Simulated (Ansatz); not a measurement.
# Si2Mo: the cost of one run

Program: Ansatz 0.2.0. Level of theory: DFT PBEsol, scalar-relativistic, plane waves, PAW. These are calculated values, not measurements.

1 further run of the same task is left out (set aside as unsound or not needed).

## 1. Starting point

Symmetry: I4/mmm, No. 139, tetragonal system. Conventional cell: a = 3.190 Å, b = 3.190 Å, c = 7.821 Å, α = 90.00°, β = 90.00°, γ = 90.00°. Si (site symmetry 4mm) has 5 Si at 2.58 to 2.62 Å and 5 Mo at 2.60 to 2.62 Å as nearest neighbours. Mo (site symmetry 4/mmm) has 10 Si at 2.60 to 2.62 Å as nearest neighbours.

Coordinates:

```xyz
3
Lattice="-1.5950 1.5950 3.9107 1.5950 -1.5950 3.9107 1.5950 1.5950 -3.9107" Properties=species:S:1:pos:R:3 pbc="T T T"
Si    0.0000    0.0000    2.6206
Si    0.0000    0.0000    5.2008
Mo    0.0000    0.0000    0.0000
```

It is the result of an earlier relaxation at this level (volume 13.27 Å³/atom; gap on the mesh: none (metal)).

## 2. Bulk reference on the slab's mesh

The input, input.yaml:

```yaml
crystal:
  lattice:
    - [4.5114403734, 0.0, 0.0]
    - [-2.2557201867, 3.9106920497, 0.0]
    - [2.2557201867, 0.0, 2.2557201867]
  atoms:
    - { symbol: Si, position: [0.6649403283, 0.3298806567, 0.0] }
    - { symbol: Si, position: [0.3350596717, 0.6701193433, 0.0] }
    - { symbol: Mo, position: [0.0, 0.0, 0.0] }
basis:
  ecutwfc: 420
kpoints:
  mp_grid: { grid: [9, 9, 15] }
hamiltonian:
  xc: pbesol
scf:
  occupations: { method: gaussian, width: 0.1 }
output:
  forces: true
  stress: true
  eigenvalues: true
```

Q: Estimate wall time and peak memory on 2 threads of an x86-64 CPU, shared host.

About 3 s, with a peak of 0.48 GiB.
